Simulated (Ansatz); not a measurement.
Planning a GW calculation on BaS (Fm-3m).

Symmetry: Fm-3m, No. 225, cubic system. The conventional cell has a = 6.388 Å, b = 6.388 Å, c = 6.388 Å, α = 90.00°, β = 90.00°, γ = 90.00°. Nearest to Ba lie 6 S at 3.19 Å. Nearest to S lie 6 Ba at 3.19 Å. Farther neighbours and most contacts between anions are not listed.

```
Ba S
1.0
     0.00000    3.19375    3.19375
     3.19375    0.00000    3.19375
     3.19375    3.19375    0.00000
Ba S
1 1
Direct
  0.00000 0.00000 0.00000
  0.50000 0.50000 0.50000
```

The cell and positions come from the Crystallography Open Database and are kept as given unless a step says otherwise. Spin-orbit coupling is left out unless a run names it.

Runs so far (Ansatz 0.2.0, start PBE, PAW set soft_1 files, 4×4×4 mesh). Times are wall times on 1 × NVIDIA GB200 (shared by 2 runs) with 24 threads of Arm Neoverse V2, shared host, good to a factor of about two.

```
bands summed  cutoff (eV)  gap on the mesh (eV)   time
          76           60                 3.233  1.6 s
         202          120                 3.408  2.2 s
```

Question: What should the next rung give, with 426 bands and screening to 200 eV, and where is the limit?

The error falls about as one over the bands when the cutoff rises with them. A line through the two highest rungs given predicts 3.463 eV; the run gave 3.516 eV, a miss of 0.052 eV, so the law fails here: the steps don't follow it yet. The two highest rungs put the limit near 3.613 eV, the pair below near 3.513 eV; neither can be trusted until a further rung is run.

Gaps are over the mesh's points; an edge off the mesh would be missed. Limits: not at the basis limit; no spin-orbit coupling.

[Paths, hosts, dates, memory and timing lines, banners, echoed tables and standing remarks are left out of the program output.]

[Logs are printed without paths, hosts, clocks, repeated set-up lines and the standing remarks that a program may print on its own settings, such as how far it seeks lower states.]

[Runs of the session that timed out or met a known fault of the program may be left out.]

[Cells called generated may have been cut or substituted from an entry of the Crystallography Open Database or the Materials Project.]

[Hosts, paths, dates, database ids (printed as entryN), source tags and the programs' standing remarks are cut or masked in the printed files.]
